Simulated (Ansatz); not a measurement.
Output of an Ansatz run (abridged):

```
WARN ansatz: RAYON_NUM_THREADS=1 ignored (pool sized by the plan → 1); use --threads N
Pseudopotentials: kind: paw
Pseudopotential: Sr, paw, valence charge 10
Pseudopotential: F, paw, valence charge 7
Crystal: 3 atoms, lattice volume = 48.050 Å³
Basis set: ecut = 420 eV, 941 PW (Γ), exchange–correlation on 60×60×60 points (8 copies of the dense FFT grid, shifted against one another)
Bands: 16, of which v1, the nominal top of the filled ones, is band 12 counted from 1 (11 counted from 0)
Symmetry: 8 space group operations
Space group: I4mm (ITA 107), of the structure as read, at distance tolerance 3.6e-5 Å
k-points: 40 of 343 (time reversal used)
Initial density: superposition of atomic densities (neutral atoms: chi_scale 0, normalization atom), corrected by the library's trained network
Initial wavefunctions: pseudopotential atomic-orbital guess
Eigensolver: davidson
Functional: x = pbe(κ = 0.804, μ = 0.2195149727645171), c = pbe(β = 0.06672455060314922)
SCF iter   1: F=—  HF=-5167.173777 eV  |F-HF|=—  |Δ(HF+E_count)|=         —  Δρ=4.51e-4  dr2=6.12e-5  ethr=1.77e-3  ⟨swp⟩=9.4  Hψ=4263  notcnv=0
all-band conjugate gradients solve this SCF's bands
preconditioner: auto → none
SCF iter   2: F=—  HF=-5167.175878 eV  |F-HF|=—  |Δ(HF+E_count)|=   2.10e-3  Δρ=5.59e-4  dr2=1.04e-4  ethr=2.55e-7  ⟨swp⟩=4.2  Hψ=2239  notcnv=0
SCF iter   3: F=—  HF=-5167.175887 eV  |F-HF|=—  |Δ(HF+E_count)|=   9.11e-6  Δρ=2.07e-4  dr2=1.36e-5  ethr=2.55e-7  ⟨swp⟩=2.0  Hψ=880  notcnv=0
SCF iter   4: F=—  HF=-5167.175938 eV  |F-HF|=—  |Δ(HF+E_count)|=   5.07e-5  Δρ=4.48e-5  dr2=9.22e-7  ethr=5.69e-8  ⟨swp⟩=2.0  Hψ=1061  notcnv=0
SCF iter   5: F=—  HF=-5167.175939 eV  |F-HF|=—  |Δ(HF+E_count)|=   1.39e-6  Δρ=4.41e-5  dr2=9.97e-7  ethr=3.84e-9  ⟨swp⟩=2.0  Hψ=1027  notcnv=0
SCF iter   6: F=—  HF=-5167.175939 eV  |F-HF|=—  |Δ(HF+E_count)|=   2.76e-7  Δρ=1.89e-5  dr2=1.95e-7  ethr=3.84e-9  ⟨swp⟩=2.5  Hψ=849  notcnv=0
SCF iter   7: F=-5167.175939 eV  HF=-5167.175939 eV  |F-HF|=6.91e-9  |Δ(HF+E_count)|=   6.81e-8  Δρ=3.93e-6  dr2=7.94e-9  ethr=4.17e-10  ⟨swp⟩=5.7  Hψ=2783  notcnv=0
SCF 1 converged in 7 iterations: F = -5167.175939 eV  dr2 = 7.94e-9
SCF converged after 7 iterations
Free energy (F): -5167.175939 eV
Harris-Foulkes:  -5167.175939 eV  (|F-HF|=6.91e-9)
Internal energy: -5167.175939 eV  (E = F + TS)
E sigma→0 (E₀):  -5167.175939 eV
Fermi energy:    6.775566 eV
--- Per-component energies (eV) ---
  E_band       = -140.739169
  E_kinetic    = 661.914807
  E_local      = -1793.559187  (includes V_loc(G=0)·N_el)
  E_nonlocal   = 349.176825
  E_hartree    = 592.276444
  E_xc         = -335.424802
  E_vxc        = -369.810987  (∫ρ·V_xc dr)
  E_paw        = -3095.850893  (= ΣΔE_a)
  E_vpaw       = -173.015536  (= ΣTr[D̂ρ^β])
  E_aug_tail   = 0.004181  (compensation charges beyond the density's cutoff)
  E_ewald      = -1545.713314
  E_smearing   = -0.000000  (= −TS)
  E_closure    = -0.000000  (closes the sum)
  Σ components = -5167.175939   (vs F -5167.175939, Δ=0.00e0)
--- Forces (eV/Å), atoms counted from 1 ---
  atom   1  Sr    -0.00000000     0.00000000    -0.23372331
  atom   2  F      0.00000000    -0.00000000     0.11686543
  atom   3  F      0.00000000     0.00000000     0.11686543
  max |Σ_I F_I| component: 7.56e-6 eV/Å
--- Stress (GPa, compression-positive) ---
        3.285648       0.000000       0.000000
        0.000000       3.285648       0.000000
        0.000000       0.000000       3.230913
  P = ⅓ Tr σ = 3.2674 GPa (32.674 kbar)
  The stress holds the Pulay correction. Without it, at fixed plane waves, as pw.x and ABINIT print it: P = 2.7836 GPa
--- Band table (eV; the first three rows and the last of 40) ---
  k-point 0: bands = ["-26.7637", "-16.1549", "-15.7444", "-8.6698", "-8.6698", "-8.6672", "1.5127", "1.5148", "1.5148", "3.1396", "3.1428", "3.1428", "10.2730", "13.4281", "13.4420", "15.9425"]
  k-point 1: bands = ["-26.7517", "-16.1778", "-15.7775", "-8.6881", "-8.6865", "-8.6476", "1.5956", "1.6040", "1.7102", "2.9513", "3.0816", "3.0827", "10.7687", "13.4383", "13.4497", "15.7105"]
  k-point 2: bands = ["-26.7247", "-16.2098", "-15.8736", "-8.7235", "-8.7228", "-8.6019", "1.8055", "1.8116", "2.1293", "2.5964", "2.9446", "2.9454", "11.8658", "13.4811", "13.4866", "15.1747"]
  k-point 39: bands = ["-26.6787", "-16.2940", "-15.9905", "-8.8729", "-8.8475", "-8.3790", "1.2817", "2.2598", "2.3413", "2.8813", "2.9833", "3.2190", "11.5850", "13.6555", "14.6573", "15.3085"]
```

The structure:

```xyz
3
Lattice="0.0000 2.8855 2.8855 2.8855 0.0000 2.8855 2.8855 2.8855 0.0000" Properties=species:S:1:pos:R:3 pbc="T T T"
Sr     0.0000     0.0000     0.0500
F      1.4427     1.4427     1.4427
F      4.3282     4.3282     4.3282
```

Q: Write an input that gives this output.

A: Other spellings and defaults could give the same log, and not every line can be read from it. The input that was run (DFT, PBE, plane waves, default PAW files):

Ansatz 0.2 input:
```yaml
# SrF2
crystal:
  lattice:
    - [0.00000000, 2.88550000, 2.88550000]
    - [2.88550000, 0.00000000, 2.88550000]
    - [2.88550000, 2.88550000, 0.00000000]
  atoms:
    - { symbol: Sr, position: [0.00866400, 0.00866400, -0.00866400] }
    - { symbol: F, position: [0.25000000, 0.25000000, 0.25000000] }
    - { symbol: F, position: [0.75000000, 0.75000000, 0.75000000] }
basis:
  ecutwfc: 420.0 eV
kpoints:
  mp_grid: { grid: [7, 7, 7] }
hamiltonian:
  xc: pbe
  pseudopotentials: { kind: paw }
scf:
  occupations: { method: fermi_dirac, width: 0.02 eV }
output:
  forces: true
  eigenvalues: true
  stress: true
```

The starting cell has typed, rounded lattice constants, without a prior relaxation at this level. Its lattice was rescaled by up to half a per cent. One atom was moved a little off its site on purpose. With a pressure of about 3 GPa the cell is away from its equilibrium volume at this level. Ansatz's pressure includes its estimate of the finite-basis (Pulay) stress.

Ansatz is an electronic-structure program.
